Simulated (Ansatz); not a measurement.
**MgF2: the band gap up the ladder of functionals**

One table from this session's results is given with a row withheld; the runs are named, their logs left out.

The runs shown are made with Ansatz 0.2.0. PAW datasets, plane waves. Spin-unpolarised throughout; all numbers are computed.

**The structure to begin with**

The cell was relaxed beforehand with r2SCAN.

Space group P4_2/mnm (No. 136), tetragonal; conventional cell a = 4.622 Å, c = 3.046 Å, 10.85 Å³ an atom. Mg has 6 F at 1.98–1.99 Å; F has 3 Mg at 1.98–1.99 Å.

Structure file:

Space group P4_2/mnm (No. 136). a = 4.622 Å, b = 4.622 Å, c = 3.046 Å, α = 90.00°, β = 90.00°, γ = 90.00°
| atom | site | symmetry | x | y | z |
| --- | --- | --- | --- | --- | --- |
| Mg | 2a | m.mm | 0.0000 | 0.0000 | 0.0000 |
| F | 4f | m.2m | 0.3030 | 0.3030 | 0.0000 |

The first run:

input.yaml reads:

```yaml
crystal:
  lattice:
    - [4.6220162608, 0.0, 0.0]
    - [0.0, 4.6220162608, 0.0]
    - [0.0, 0.0, 3.0461115451]
  atoms:
    - { symbol: Mg, position: [0.0, 0.0, 0.0] }
    - { symbol: Mg, position: [0.5, 0.5, 0.5] }
    - { symbol: F, position: [0.302950605, 0.302950605, 0.0] }
    - { symbol: F, position: [0.197049395, 0.802950605, 0.5] }
    - { symbol: F, position: [0.697049395, 0.697049395, 0.0] }
    - { symbol: F, position: [0.802950605, 0.197049395, 0.5] }
kpoints:
  mp_grid: { grid: [6, 6, 8] }
  band_path:
    path:
      - [[0.0, 0.0, 0.0], [2.087528479545e-51, 0.5, 0.0], [0.5, 0.5, 0.0], [0.0, 0.0, 0.0], [0.0, 0.0, 0.5], [2.087528479545e-51, 0.5, 0.5], [0.5, 0.5, 0.5], [0.0, 0.0, 0.5]]
      - [[2.087528479545e-51, 0.5, 0.0], [2.087528479545e-51, 0.5, 0.5]]
      - [[0.5, 0.5, 0.0], [0.5, 0.5, 0.5]]
    npoints: 10
hamiltonian:
  xc: pbe
scf:
  occupations: { method: fermi_dirac, width: 0.02 }
  n_extra_bands: 5
output:
  forces: true
  stress: true
  eigenvalues: true
  write_density: true
  write_potential: true
  elf: true
  volumetric_format: npy
```

Launch:

```console
$ ansatz run input.yaml --threads 2 --pin off --max-ram 20275MiB --backend cpu --events-out ev --progress --plain --runs-dir out
```

Steps of the session up to this table: Band structure with PBE; r2SCAN at the same geometry; Single point with HSE06; Single point with PBE0; Single point with LDA; Single point with DDH-PBE0; r2SCANh.

One of the session's tables, all rows but one given; the rest of the session is left out.

| level | gap (eV) |
| --- | --- |
| PBE | 7.16 |
| r2SCAN | 8.07 |
| HSE06 | ? |
| PBE0 | 10.24 |
| LDA | 6.81 |
| DDH-PBE0 | 13.33 |
| r2SCANh | 9.16 |

**Question.** Estimate the row for HSE06.

The run gave: gap (eV): 9.47. In the column «gap (eV)» it lies between r2SCANh (9.16) and PBE0 (10.24).

Meshes: PBE 6×6×8, r2SCAN 6×6×8, HSE06 4×4×6, PBE0 4×4×6, LDA 6×6×8, DDH-PBE0 4×4×6, r2SCANh 4×4×6

What this shows: LDA gives the least gap, 6.81 eV, and DDH-PBE0 the largest, 13.33 eV. Against HSE06, PBE is short by 2.31 eV, at 76 % of it, and r2SCAN 85 %. PBE0 lies 0.77 eV above HSE06, which differs from it by screening the long-range exchange.

To keep in mind: Warnings in the runs' records: stress scf threshold loose, stress exchange threshold loose.
